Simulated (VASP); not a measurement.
AlGaN2:

```
Al Ga N
1.0
     0.00000    0.00000   -5.09882
     3.13865    5.43630    0.00000
     3.13865   -5.43630    0.00000
Al Ga N
4 4 8
Direct
  0.00000 0.16667 0.33333
  0.00000 0.16667 0.83333
  0.50000 0.33333 0.66667
  0.50000 0.83333 0.66667
  0.00000 0.66667 0.33333
  0.00000 0.66667 0.83333
  0.50000 0.33333 0.16667
  0.50000 0.83333 0.16667
  0.62500 0.16667 0.33333
  0.62500 0.16667 0.83333
  0.62500 0.66667 0.33333
  0.62500 0.66667 0.83333
  0.12500 0.33333 0.66667
  0.12500 0.33333 0.16667
  0.12500 0.83333 0.66667
  0.12500 0.83333 0.16667
```

The cell was built by a generator and needn't be a form met in nature.

- Program: VASP 6.6.1
- Task: relaxation of cell and atoms
- Functional: PBEsol
- Potentials or basis: VASP PAW PBE potentials, release 64 (Al, Ga_d, N)
- Cutoff: 600 eV
- k mesh: 6 × 6 × 6
- Occupations: gaussian, width 0.03 eV
- Spin: no spin polarisation

At the start: pressure 0.8 GPa; volume 10.87 Å³/atom.

Q: How do energy, volume and symmetry change on relaxing?

A: Over 11 steps the energy falls by 12.1 meV/atom and the volume is 10.90 Å³/atom (+0.3 %); space group Cc (No. 9, to 0.05 Å).

Step by step:
| step | energy change (eV) | largest force (eV/Å) | pressure (GPa) | volume (Å³) |
| --- | --- | --- | --- | --- |
| 1 | 0.0000 | 1.1852 | 0.81 | 174.00 |
| 2 | -0.1728 | 0.3113 | -0.97 | 175.39 |
| 3 | -0.1770 | 0.2529 | -0.79 | 175.20 |
| 4 | -0.1917 | 0.1002 | 0.51 | 174.00 |
| 5 | -0.1927 | 0.0935 | 0.21 | 174.24 |
| 6 | -0.1940 | 0.0320 | -0.09 | 174.50 |
| 7 | -0.1940 | 0.0295 | -0.02 | 174.48 |
| 8 | -0.1940 | 0.0302 | -0.05 | 174.48 |
| 9 | -0.1943 | 0.0155 | -0.01 | 174.45 |
| 10 | -0.1943 | 0.0129 | 0.00 | 174.43 |
| 11 | -0.1943 | 0.0074 | 0.00 | 174.44 |

Final structure:
```
CELL_PARAMETERS angstrom
-0.00287 0.00000 -5.09271
3.14339 5.44826 0.00177
3.14339 -5.44826 0.00177
ATOMIC_POSITIONS crystal
Al 0.00210 0.16816 0.33524
Al 0.00209 0.16648 0.83193
Al 0.50209 0.33193 0.66648
Al 0.50210 0.83524 0.66816
Ga 0.00152 0.66696 0.33461
Ga 0.00126 0.66539 0.83140
Ga 0.50126 0.33140 0.16539
Ga 0.50152 0.83461 0.16696
N 0.62965 0.17074 0.34050
N 0.62769 0.16363 0.82654
N 0.61895 0.66947 0.33974
N 0.61676 0.66288 0.82632
N 0.12769 0.32654 0.66363
N 0.11676 0.32632 0.16288
N 0.12965 0.84050 0.67074
N 0.11895 0.83974 0.16947
```

Caveat: the PAW data sets were made with another functional, which shifts forces and pressure a little.
